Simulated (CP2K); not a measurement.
Bi under changes of volume

One of the cells (33.614 Å³/atom); the others are scaled copies at fixed shape and fractional positions:

```
CELL_PARAMETERS angstrom
3.23838 0.00000 0.00000
0.00000 3.22164 0.00000
-0.08045 0.00000 6.44389
ATOMIC_POSITIONS crystal
Bi 0.54425 0.00000 0.74958
Bi 0.45575 0.00000 0.25042
```

This isn't the form of Bi at room conditions, which is rhombohedral.

```yaml
Program: CP2K 2026.2
Functional: PBEsol
Potentials_or_basis: POTENTIAL_UZH Bi GTH-PBE-q5; TZVP-MOLOPT-PBE-GTH basis
Density_cutoff: 6123 eV
k_mesh: 8 × 8 × 4
Occupations: fermi-dirac, width 0.05 eV
Spin: no spin polarisation
```

```csv
volume (Å³/atom),energy over the lowest point (meV/atom),pressure (GPa),largest force (eV/Å)
31.597,55.19,6.1,0.045
32.270,32.96,4.5,0.037
32.942,16.94,3.1,0.030
33.614,?,?,?
34.286,1.01,0.8,0.019
34.959,0.00,-0.2,0.016
35.631,2.99,-1.2,0.014
```

Q: What does the run at 33.614 Å³/atom give?

A: Energy over the lowest point 6.49 meV/atom; pressure 1.9 GPa; largest force 0.024 eV/Å.

Worked out: A Birch-Murnaghan fit of order 3 (a polynomial in V^(-2/3)) to the other rows has its minimum at 34.78 Å³/atom with B0 = V·E''(V) = 51 GPa and B' = 4.6 at fixed shape and positions, which overstates the stiffness. It gives 6.49 meV/atom at 33.614 Å³/atom, against the run's 6.49, and -dE/dV = 1.9 GPa, against 1.9.

Energies are extrapolated to zero smearing.

Caveats: the potentials were made for another functional, which shifts forces and pressure; the basis of atomic orbitals isn't converged, which shifts pressures, moduli and gaps.
